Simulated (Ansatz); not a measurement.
# CdTe: the cost of one run

All numbers are computed with the Python package of Ansatz 0.2.0. Level of theory: DFT PBEsol, plane waves, PAW.

The COD entry's cell or inner coordinates are ideal or old and differ from later refinements, so a difference from it is no clean test against experiment.

### Step 1. Starting point

Symmetry: F-43m, No. 216, cubic system. Conventional cell: a = 6.410 Å, b = 6.410 Å, c = 6.410 Å, α = 90.00°, β = 90.00°, γ = 90.00°. Around Cd (site symmetry -43m) lie 4 Te at 2.78 Å. Around Te (site symmetry -43m) lie 4 Cd at 2.78 Å.

No structure file is read: the coordinates are typed or built in the script.

### Step 2. The code

mass_cdte.py

```python
"""Effective masses of CdTe by finite differences."""

import warnings

import ansatz as az
from ase import Atoms
import numpy as np

warnings.simplefilter("ignore", az.DeckWarning)

atoms = Atoms(
    ["Cd", "Te"],
    scaled_positions=[
        (0.0, 0.0, 0.0),
        (0.25, 0.25, 0.25),
    ],
    cell=[
        (0.0, 3.205, 3.205),
        (3.205, 0.0, 3.205),
        (3.205, 3.205, 0.0),
    ],
    pbc=True,
)
cell = az.Crystal.from_ase(atoms)

setup = cell.calculation()
setup = setup.functional("PBEsol")
setup = setup.pseudopotentials("paw").basis(38 * az.Ry)
setup = setup.kpoints(6, 6, 6).occupations("fixed")
# step 1: where the edges lie on the mesh
done = setup.band_table().run(threads=1)
rep = done.report
levels = np.array(rep["eigenvalues_ev"])
filled = round(rep["n_electrons"] / 2)
edges = {"top filled band": (filled - 1, levels[:, filled - 1].argmax()), "lowest empty band": (filled, levels[:, filled].argmin())}
gap = levels[:, filled].min() - levels[:, filled - 1].max()
print(f"gap on the mesh {gap:.3f} eV")
if gap <= 0.05:
    print("no gap: band-edge masses have no meaning here")
    edges = {}
reciprocal = 2 * np.pi * np.linalg.inv(done.lattice.cell_ang).T
step = 0.008  # 1/A

# m/m_e = (hbar^2/m_e) / (d2E/dk2), with hbar^2/m_e = 7.61996 eV A^2
pairs = [(0, 1), (0, 2), (1, 2)]
moves = [sign * axis for axis in np.eye(3) for sign in (-1, 1)]
moves += [s1 * np.eye(3)[i] + s2 * np.eye(3)[j] for i, j in pairs for s1 in (1, -1) for s2 in (1, -1)]
for name, (band, index) in edges.items():
    together = int(np.sum(np.abs(levels[index] - levels[index, band]) < 2e-3))
    print(name, "at k =", np.round(rep["kpoints_frac"][index], 4), f"E = {levels[index, band]:.4f} eV, degeneracy {together}")
    centre = np.array(rep["kpoints_frac"][index]) @ reciprocal
    points = [centre] + [centre + step * move for move in moves]
    table = setup.band_structure(points, intervals=1, cartesian=True).run(threads=1).band_structure().channels[0].eigenvalues_ev
    if together > 1:
        level = np.flatnonzero(np.abs(levels[index] - levels[index, band]) < 2e-3)
        along = (table[1, level] + table[2, level] - 2 * table[0, level]) / step ** 2
        print("  degenerate level, no single mass tensor; masses of its branches along x:", np.round(7.61996 / along, 3), "m_e")
        continue
    e = table[:, band]
    hessian = np.diag((e[1:7:2] + e[2:7:2] - 2 * e[0]) / step ** 2)
    for (i, j), (pp, pm, mp, mm) in zip(pairs, e[7:].reshape(3, 4)):
        hessian[i, j] = hessian[j, i] = (pp - pm - mp + mm) / (4 * step ** 2)
    curvatures, axes = np.linalg.eigh(hessian)
    slope = (e[2:7:2] - e[1:7:2]) / (2 * step)
    print("  slope (eV A):", np.round(slope, 3) + 0.0, "" if np.abs(slope).max() < 0.05 else "- no extremum here, so these are local curvatures and no band-edge masses")
    for curvature, axis in zip(curvatures, axes.T):
        print(f"  principal mass {7.61996 / curvature:8.3f} m_e along", np.round(axis, 2) + 0.0)
```

### Step 3. The input behind the calls

The package turns the script's settings into the engine's input (first run):

```yaml
crystal:
  lattice:
    - [0.0, 3.205, 3.205]
    - [3.205, 0.0, 3.205]
    - [3.205, 3.205, 0.0]
  atoms:
    - { symbol: Cd, position: [0.0, 0.0, 0.0] }
    - { symbol: Te, position: [0.25, 0.25, 0.25] }
basis:
  ecutwfc: 517.016338673772
kpoints:
  mp_grid:
    grid: [6, 6, 6]
hamiltonian:
  xc: pbesol
  pseudopotentials:
    kind: paw
scf:
  occupations:
    method: fixed
output:
  eigenvalues: true
```

### Step 4. Running it

Launch:

```console
python mass_cdte.py
```

**Question.** How long does this script take on 1 thread of Arm Neoverse V1, shared host, and how much memory does it need?

About 12 s, with a peak of 0.42 GiB.
